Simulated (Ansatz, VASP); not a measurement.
**Two plane-wave programs on MgS**

The input INCAR:

```
SYSTEM = MgS
ALGO = Normal ; EDIFF = 1E-7
ENCUT = 520 ; GGA = PS
ISIF = 2 ; ISMEAR = 0
LASPH = .True. ; LCHARG = .False.
LREAL = .False. ; LWAVE = .False.
NBANDS = 11 ; NELM = 60
PREC = Accurate ; SIGMA = 0.02
```

The input KPOINTS:

```
k-points
0
Gamma
  8 8 8
  0 0 0
```

POSCAR

```
MgS
1.0
    0.0000000000      2.6166456098      2.6166456098
    2.6166456098      0.0000000000      2.6166456098
    2.6166456098      2.6166456098      0.0000000000
Mg S
1 1
Direct
    0.0000000000      0.0000000000      0.0000000000
    0.5000000000      0.5000000000      0.5000000000
```

Input for Ansatz:

```yaml
crystal:
  lattice:
    - [0.0, 2.6166456098, 2.6166456098]
    - [2.6166456098, 0.0, 2.6166456098]
    - [2.6166456098, 2.6166456098, 0.0]
  atoms:
    - { symbol: Mg, position: [0.0, 0.0, 0.0] }
    - { symbol: S, position: [0.5, 0.5, 0.5] }
basis:
  ecutwfc: 420
kpoints:
  mp_grid: { grid: [8, 8, 8] }
hamiltonian:
  xc: pbesol
scf:
  occupations: { method: gaussian, width: 0.02 }
output:
  forces: true
  stress: true
  eigenvalues: true
```

Alike in both runs: task single point; functional PBEsol; k mesh 8 × 8 × 8; occupations gaussian, width 0.02 eV; no spin polarisation.

|  | VASP | Ansatz |
| --- | --- | --- |
| version | VASP 6.6.1 | Ansatz 0.2.0 |
| potentials or method | VASP PAW PBE potentials, release 64 (Mg, S) | scalar-relativistic, plane waves, PAW |
| plane-wave cutoff (eV) | 520 | 420 |
| valence electrons in the cell | 8 | 16 |

|  | VASP | Ansatz | Ansatz less VASP |
| --- | --- | --- | --- |
| gap on the k mesh at the Fermi level (eV) | 2.67 | 2.67 | -0.001 |
| least direct gap on the mesh (eV) | 3.46 | 3.46 | +0.001 |
| pressure (GPa) | -2.4 | -2.2 | +0.20 |

The two sets of potentials don't hold the same shells in valence.

Caveats: the PAW data sets were made with another functional, which shifts forces and pressure a little (VASP). A k mesh can miss the band edges.
